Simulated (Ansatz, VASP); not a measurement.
GaP: VASP beside Ansatz

POSCAR

```
GaP
1.0
    0.0000000000      2.7253992874      2.7253992874
    2.7253992874      0.0000000000      2.7253992874
    2.7253992874      2.7253992874      0.0000000000
Ga P
1 1
Direct
    0.0000000000      0.0000000000      0.0000000000
    0.2500000000      0.2500000000      0.2500000000
```

INCAR.step1

```
SYSTEM = GaP
  PREC = Accurate
  ENCUT = 520
  ISMEAR = 0
  SIGMA = 0.01
  LREAL = .FALSE.
  LASPH = .TRUE.
  NELM = 60
  NBANDS = 16
  GGA = PE
  ALGO = Normal
  EDIFF = 1E-4
  LWAVE = .TRUE.
  LCHARG = .FALSE.
```

INCAR.step2

```
SYSTEM = GaP
  PREC = Accurate
  ENCUT = 520
  EDIFF = 1E-7
  ISMEAR = 0
  SIGMA = 0.01
  LREAL = .FALSE.
  LASPH = .TRUE.
  NELM = 60
  ALGO = Normal
  ISIF = 2
  LWAVE = .FALSE.
  LCHARG = .FALSE.
  METAGGA = R2SCAN
  LMIXTAU = .TRUE.
  NBANDS = 16
  ISTART = 1
```

Contents of KPOINTS:

```
Automatic mesh
0
G
  8 8 8
  0 0 0
```

Input for Ansatz:

```yaml
crystal:
  lattice:
    - [0.0, 2.7253992874, 2.7253992874]
    - [2.7253992874, 0.0, 2.7253992874]
    - [2.7253992874, 2.7253992874, 0.0]
  atoms:
    - { symbol: Ga, position: [0.0, 0.0, 0.0] }
    - { symbol: P, position: [0.25, 0.25, 0.25] }
kpoints:
  mp_grid: { grid: [8, 8, 8] }
  band_path:
    path:
      - [0.0, 0.0, 0.0]
      - [-0.5, -0.5, 0.0]
      - [-0.375, -0.375, 0.25]
      - [-0.375, 0.0, 0.375]
      - [0.0, 0.0, 0.5]
      - [-0.5, -0.25, 0.25]
      - [0.0, 0.424479, 0.424479]
    npoints: 1
hamiltonian:
  xc: r2scan
scf:
  occupations: { method: fixed }
  n_extra_bands: 4
output:
  forces: true
  stress: true
  eigenvalues: true
```

The cell was built by a generator and needn't be a form met in nature.

Alike in both runs: task single point; functional r2SCAN; k mesh 8 × 8 × 8; no spin polarisation.

|  | VASP | Ansatz |
| --- | --- | --- |
| version | VASP 6.6.1 | Ansatz 0.2.0 |
| potentials or method | VASP PAW PBE potentials, release 64 (Ga_d, P) | plane waves, PAW |
| plane-wave cutoff (eV) | 520 | 500 |
| occupations | gaussian, width 0.01 eV | fixed |
| valence electrons in the cell | 18 | 18 |

|  | VASP | Ansatz | Ansatz less VASP |
| --- | --- | --- | --- |
| gap on the k mesh at the Fermi level (eV) | 1.90 | 1.89 | -0.008 |
| pressure (GPa) | 0.0 | 0.0 | +0.06 |

Caveats: the PAW data sets were made with another functional, which shifts forces and pressure a little (VASP). A k mesh can miss the band edges. r2SCAN opens gaps a little over a GGA but as a rule still falls short of measured ones.
